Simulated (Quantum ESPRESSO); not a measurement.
# AlN: dielectric tensor and Born charges under several settings

```
CELL_PARAMETERS angstrom
0.00000 2.18399 2.18399
2.18399 0.00000 2.18399
2.18399 2.18399 0.00000
ATOMIC_POSITIONS crystal
Al 0.00000 0.00000 0.00000
N 0.25000 0.25000 0.25000
```

Measurements of this composition are mostly on another form, of space group No. 186.

All runs used Quantum ESPRESSO 7.5; potentials GBRV 1.5 LDA; given cell; no spin polarisation; cutoff 612 eV; occupations smeared at first, fixed for the response.

```csv
level,k mesh (s: shifted),pressure (GPa),ε∞ (diagonal),Born charge of atom 1 (e),sum of the Born charges (e)
LDA,4 × 4 × 4,-2.7,5.29,2.49,-0.32
LDA,6 × 6 × 6,?,?,?,?
LDA,8 × 8 × 8,-2.8,4.60,2.54,-0.01
LDA,10 × 10 × 10,-2.8,4.58,2.55,0.00
LDA,12 × 12 × 12,-2.8,4.58,2.55,0.00
```

**Question.** What stands in the row left open?

**Answer.** Pressure -2.8 GPa; ε∞ 4.69; Born charge of atom 1 2.54 e; sum of the Born charges -0.04 e.

Caveats: some runs use coarse meshes; on a mesh that holds Γ this program's dielectric tensor can be off by some percent beyond the error of the mesh.

For the row left open. Caveat: on a mesh that holds Γ this program's dielectric tensor can be off by some percent beyond the error of the mesh.
